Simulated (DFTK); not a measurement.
Here is a DFTK 0.8.2 calculation.

The input run.jl:

```julia
using DFTK
using PseudoPotentialData
using Unitful, UnitfulAtomic
using LinearAlgebra, Printf
include("save.jl")
disable_threading()

lines     = readlines("ZrC.xyz")
cell_ang  = reshape(parse.(Float64, split(match(r"Lattice=\"([^\"]+)\"", lines[2])[1])), 3, 3)
lattice   = austrip(1u"Å") * cell_ang
symbols   = [Symbol(split(l)[1]) for l in lines[3:end]]
positions = [round.(cell_ang \ parse.(Float64, split(l)[2:4]); digits=9) for l in lines[3:end]]
pseudopotentials = Dict(:C => "C.upf", :Zr => "Zr.upf")
elements = Dict(s => ElementPsp(s, pseudopotentials; rcut=5.99) for s in unique(symbols))
atoms    = [elements[s] for s in symbols]

build_model(lattice, positions; symmetries=true) =
    model_DFT(lattice, atoms, positions;
              functionals=PBEsol(),
              temperature=austrip(0.05u"eV"),
              smearing=Smearing.FermiDirac(),
              symmetries)
Ecut  = 41.0  # hartree
kgrid = [6, 6, 6]
tol   = 1e-6
to_GPa = ustrip(uconvert(u"GPa", 1u"hartree/bohr^3"))

results["points"] = []
for scale in [0.94, 0.96, 0.98, 1.0, 1.02, 1.04, 1.06]
    println("\n=== scale = ", scale)
    model = build_model(cbrt(scale) * lattice, positions)
    basis = PlaneWaveBasis(model; Ecut, kgrid)
    t0 = time()
    scfres = self_consistent_field(basis;
                                   tol,
                                   nbandsalg=AdaptiveBands(model; n_bands_converge=13))
    seconds = time() - t0
    @printf "SCF: %d iterations, %.1f s\n" scfres.n_iter seconds
    forces = compute_forces_cart(scfres)
    stress = compute_stresses_cart(scfres)
    @printf "V = %.5f Å^3  F = %.8f Ha  max force = %.5f eV/Å  p = %.4f GPa\n" ustrip(auconvert(u"Å^3", model.unit_cell_volume)) scfres.energies.total ustrip(auconvert(u"eV/Å", maximum(norm, forces))) (-tr(stress) / 3 * to_GPa)
    push!(results["points"], save_scf!(scfres; forces, stress, d=Dict{String,Any}("seconds" => seconds, "n_matvec" => get(scfres, :n_matvec, 0))))
end

# third-order Birch-Murnaghan fit in x = V^(-2/3)
V = [0.94, 0.96, 0.98, 1.0, 1.02, 1.04, 1.06] * abs(det(lattice))
E = [p["total"] for p in results["points"]]
x = V .^ (-2 / 3)
c = [x .^ 0 x x .^ 2 x .^ 3] \ E
Δ = c[3]^2 - 3c[2] * c[4]
if Δ > 0
    x0 = (-c[3] + sqrt(Δ)) / 3c[4]
    B0 = 4 / 9 * x0^(7 / 2) * (2c[3] + 6c[4] * x0)
    @printf "V0 = %.4f Å^3  B0 = %.2f GPa\n" ustrip(auconvert(u"Å^3", x0^(-3 / 2))) B0 * to_GPa
end
```

The input ZrC.xyz:

```xyz
2
Lattice="0.0000000000 2.3650000000 2.3650000000 2.3650000000 0.0000000000 2.3650000000 2.3650000000 2.3650000000 0.0000000000" Properties=species:S:1:pos:R:3 pbc="T T T"
Zr     2.3650000000      2.3650000000      2.3650000000
C      0.0000000000      0.0000000000      0.0000000000
```

Potentials or basis: PseudoDojo 0.4 stringent (PBEsol).

Run with:

```bash
$ julia --threads=1 run.jl  # save.jl only writes the numbers to a file and isn't shown; printed stress counts tension as positive; times include loading and compiling
```

Problem. What does it give for the bulk modulus?

Solution. 236 GPa.

Problem. What does it give for the pressure derivative of the bulk modulus?

Solution. 4.1.

Problem. Predict the equilibrium volume.

Solution. 12.74 Å³/atom.

Energy against volume, from the lowest point:
| volume (Å³/atom) | energy (meV/atom) |
| --- | --- |
| 12.434 | 5.66 |
| 12.699 | 0.00 |
| 12.963 | 2.57 |
| 13.228 | 12.57 |
| 13.493 | 29.25 |
| 13.757 | 51.94 |
| 14.022 | 80.06 |

Caveat: the k mesh is coarse (spacing up to 0.38 Å⁻¹), so the values aren't converged.
